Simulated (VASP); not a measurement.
Output of a VASP run:

**OSZICAR**
```
       N       E                     dE             d eps       ncg     rms          rms(c)
DAV:   1     0.940900022178E+02    0.94090E+02   -0.63920E+03   240   0.111E+03
DAV:   2     0.628116943571E+01   -0.87809E+02   -0.81174E+02   336   0.168E+02
DAV:   3    -0.917761440597E+00   -0.71989E+01   -0.71693E+01   304   0.556E+01
DAV:   4    -0.102166429325E+01   -0.10390E+00   -0.10387E+00   276   0.806E+00
DAV:   5    -0.102296094374E+01   -0.12967E-02   -0.12966E-02   304   0.887E-01    0.144E+00
DAV:   6    -0.906337844824E+00    0.11662E+00   -0.16250E-01   276   0.194E+00    0.105E+00
DAV:   7    -0.883029108577E+00    0.23309E-01   -0.13018E-01   268   0.180E+00    0.518E-01
DAV:   8    -0.886045807384E+00   -0.30167E-02   -0.92859E-03   268   0.668E-01    0.842E-02
DAV:   9    -0.886405977131E+00   -0.36017E-03   -0.80222E-04   276   0.201E-01    0.681E-02
DAV:  10    -0.886500482588E+00   -0.94505E-04   -0.13217E-04   276   0.839E-02    0.132E-02
DAV:  11    -0.886500588090E+00   -0.10550E-06   -0.32599E-05   280   0.317E-02    0.415E-03
DAV:  12    -0.886501296563E+00   -0.70847E-06   -0.33969E-06   276   0.139E-02
   1 F= -.88650130E+00 E0= -.88650130E+00  d E =-.886501E+00
       N       E                     dE             d eps       ncg     rms          rms(c)
DAV:   1    -0.886766704625E+00   -0.26612E-03   -0.44554E-03   244   0.387E-01    0.703E-02
DAV:   2    -0.886580195367E+00    0.18651E-03   -0.25670E-04   252   0.941E-02    0.297E-02
DAV:   3    -0.886527212702E+00    0.52983E-04   -0.16674E-04   260   0.712E-02    0.167E-02
DAV:   4    -0.886526690659E+00    0.52204E-06   -0.19610E-06   232   0.991E-03
   2 F= -.88652669E+00 E0= -.88652669E+00  d E =-.253941E-04
```

OUTCAR:
```
------------------------ aborting loop because EDIFF is reached ----------------------------------------
  FORCE on cell =-STRESS in cart. coord.  units (eV):
  Direction    XX          YY          ZZ          XY          YZ          ZX
  --------------------------------------------------------------------------------------
  Total        0.0148394      0.0148394      0.0148394      0.0000000      0.0000000      0.0000000
  in kB        0.2557728      0.2557728      0.2557728      0.0000000      0.0000000      0.0000000
  external PRESSURE =       0.2557728 kB  Pullay stress =       0.0000000 kB
  volume of cell :       92.95
      direct lattice vectors                 reciprocal lattice vectors
     4.529921051  0.000000000  0.000000000     0.220754399 -0.000000000  0.000000000
     0.000000000  4.529921051  0.000000000     0.000000000  0.220754399  0.000000000
    -0.000000000  0.000000000  4.529921051    -0.000000000 -0.000000000  0.220754399
 POSITION                                       TOTAL-FORCE (eV/Angst)
 -----------------------------------------------------------------------------------
      0.00000      0.00000      0.00000        -0.000000      0.000000      0.000000
      2.26496      2.26496      2.26496         0.000000      0.000000      0.000000
 -----------------------------------------------------------------------------------
    total drift:                               -0.000000      0.000000      0.000000
  FREE ENERGIE OF THE ION-ELECTRON SYSTEM (eV)
  ---------------------------------------------------
  free  energy   TOTEN  =        -0.8865266907 eV

  energy  without entropy=       -0.8865266907  energy(sigma->0) =       -0.88652669

 reached required accuracy - stopping structural energy minimisation
```
(Selected blocks of OUTCAR.)

File POSCAR:
```
CsI
1
    4.5274163467     0.0000000000     0.0000000000
   -0.0000000000     4.5274163467     0.0000000000
    0.0000000000     0.0000000000     4.5274163467
Cs I
1 1
Direct
  0.0000000000   0.0000000000   0.0000000000
  0.5000000000   0.5000000000   0.5000000000
```

Q: Reconstruct the remaining input files.

A: Several could match; the one computed here: the input of the run itself, optB86b-vdW, plane waves, VASP's PBE PAW potentials (set 64).

### KPOINTS
```
Automatic mesh
0
Gamma
5 5 5
0 0 0
```

### INCAR
```
AGGAC = 0.0
ALGO = Normal
EDIFF = 1E-6
EDIFFG = -0.01
ENCUT = 520
GGA = MK
IBRION = 2
ISIF = 3
ISMEAR = 0
LASPH = .TRUE.
LCHARG = .FALSE.
LMAXMIX = 4
LREAL = .FALSE.
LUSE_VDW = .TRUE.
LWAVE = .FALSE.
NELM = 100
NSW = 60
PARAM1 = 0.1234
PARAM2 = 1.0
PREC = Accurate
SIGMA = 0.05
SYSTEM = CsI
```

POTCAR, in this order: Cs_sv I (PBE.64 set). Program: vasp_std.

The compound is CsI in the CsCl type structure. This run relaxes it. Symmetry was kept, so distortions that lower it aren't found. The start is the result of an earlier pass.
